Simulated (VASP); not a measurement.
Input of a VASP 6.6.1 run:

The input INCAR:

```
SYSTEM = Os
  PREC = Accurate
  ENCUT = 520
  EDIFF = 1E-6
  ISMEAR = 0
  SIGMA = 0.02
  LREAL = .False.
  LASPH = .True.
  NELM = 80
  ALGO = Normal
  ISIF = 2
  LWAVE = .False.
  LCHARG = .False.
  GGA = PS
```

File KPOINTS:

```
regular mesh
0
Gamma
  12 12 12
  0 0 0
```

Contents of POSCAR:

```
Os
1.0
    0.0000000000      1.9450000000      1.9450000000
    1.9450000000      0.0000000000      1.9450000000
    1.9450000000      1.9450000000      0.0000000000
Os
1
Direct
    0.0000000000      0.0000000000      0.0000000000
```

Potentials or basis: VASP PAW PBE potentials, release 54 (Os).

Command:

```sh
$ cat potpaw_PBE.54/Os/POTCAR > POTCAR
$ mpirun -np 1 vasp_std > vasp.out
```

(1) Predict the pressure.

(2) Predict the band gap on the k mesh.

Results:

(1) -20.6 GPa.

(2) none (metal or under the smearing width).

Caveat: so large a pressure means that the cell lies far from this level's equilibrium, or that cutoff or potentials fall short; the potentials were made for another functional, which shifts forces and pressure.
